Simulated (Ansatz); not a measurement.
# AlNi3: the cost of one run

Method: DFT PBE, scalar-relativistic, plane waves, PAW, in Ansatz 0.2.0.

19 further runs of the same task are left out: 1 for a known fault of the program, 2 that didn't finish, 16 set aside as unsound or not needed.

## (1) Starting point

It takes space group Fm-3m (No. 225, cubic). The conventional cell has a = 5.672 Å, b = 5.672 Å, c = 5.672 Å, α = 90.00°, β = 90.00°, γ = 90.00°. Al (site symmetry m-3m) is surrounded by 8 Ni at 2.46 Å. Ni (site symmetry -43m) has 4 Al at 2.46 Å and 4 Ni at 2.46 Å as nearest neighbours. Ni (site symmetry m-3m) is surrounded by 8 Ni at 2.46 Å.

Coordinates:

```
CELL_PARAMETERS angstrom
0.00000 2.83589 2.83589
2.83589 0.00000 2.83589
2.83589 2.83589 0.00000
ATOMIC_POSITIONS crystal
Al 0.50000 0.50000 0.50000
Ni 0.25000 0.25000 0.25000
Ni 0.00000 0.00000 0.00000
Ni 0.75000 0.75000 0.75000
```

It goes back to an entry of the Materials Project, which need not be the stable form.

This cell was relaxed beforehand with the same method: volume 11.40 Å³/atom, gap on the mesh none (metal).

## (2) What is varied

The energy is mapped over volume and the cell's shape.

First coordinate, volume per atom: 7 values from 10.491 to 12.316 Å³. Second coordinate, length along [111] over the lengths across it, relative to the cubic cell: 7 values from 0.834 to 1.200.

Nothing else is relaxed (fractional coordinates fixed). Energies count from the relaxed crystal. Points are written as (first, second).

## (3) Grid point (10.491 Å³, 1.000)

File input.yaml:

```yaml
crystal:
  lattice:
    - [0.0, 2.758135687, 2.758135687]
    - [2.758135687, 0.0, 2.758135687]
    - [2.758135687, 2.758135687, 0.0]
  atoms:
    - { symbol: Al, position: [0.5, 0.5, 0.5] }
    - { symbol: Ni, position: [0.25, 0.25, 0.25] }
    - { symbol: Ni, position: [0.0, 0.0, 0.0] }
    - { symbol: Ni, position: [0.75, 0.75, 0.75] }
basis:
  ecutwfc: 520.0
kpoints:
  mp_grid: { grid: [14, 14, 14] }
hamiltonian:
  xc: pbe
  pseudopotentials: { kind: paw, azcp: { folder: soft_1 } }
scf:
  occupations: { method: gaussian, width: 0.15 }
output:
  forces: true
  stress: true
  eigenvalues: true
```

Run with:

```bash
ansatz run input.yaml --threads 4 --pin off --max-ram 8192MiB --backend cpu --events-out ev --progress --plain --runs-dir out
```

What time and memory should one allow on 4 threads of Arm Neoverse N1, shared host?

About 5.5 s, with a peak of 0.45 GiB.
